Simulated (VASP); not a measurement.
Runs of VASP 6.6.1 on SnSe. Symmetry: Fm-3m, No. 225, cubic system. Conventional cell: a = 5.955 Å, b = 5.955 Å, c = 5.955 Å, α = 90.00°, β = 90.00°, γ = 90.00°. Around Sn (site symmetry m-3m) lie 6 Se at 2.98 Å. Around Se (site symmetry m-3m) lie 6 Sn at 2.98 Å. Measurements of this composition are mostly on another form, of space group No. 62.

```csv
task,level,cell,cutoff (eV),gap on the mesh (eV),pressure (GPa),relaxed volume (Å³/atom)
single point,revPBE+D4,"Fm-3m, 26.39 Å³/atom",520,0.70,0.0,-
relaxation of cell and atoms,revPBE+D4,relaxed,600,0.70,0.0,(a)
relaxation of cell and atoms,BLYP+D4,relaxed,600,0.08,0.0,29.69
single point,BLYP+D4,"Fm-3m, 29.68 Å³/atom",520,0.08,0.1,-
```

Alike in all rows: potentials or basis VASP PAW PBE potentials, release 64 (Sn_d, Se); no spin polarisation; k mesh 8 × 8 × 8; smearing fermi-dirac 0.05 eV.

Question: Fill in the values left out.

Answer: (a) 26.41.

Caveats: the PAW data sets were made with another functional, which shifts forces and pressure a little; spin-orbit coupling is left out, which moves the levels of the heavy elements.

A k mesh can miss the band edges, and the runs leave out spin-orbit coupling on Se, Sn.
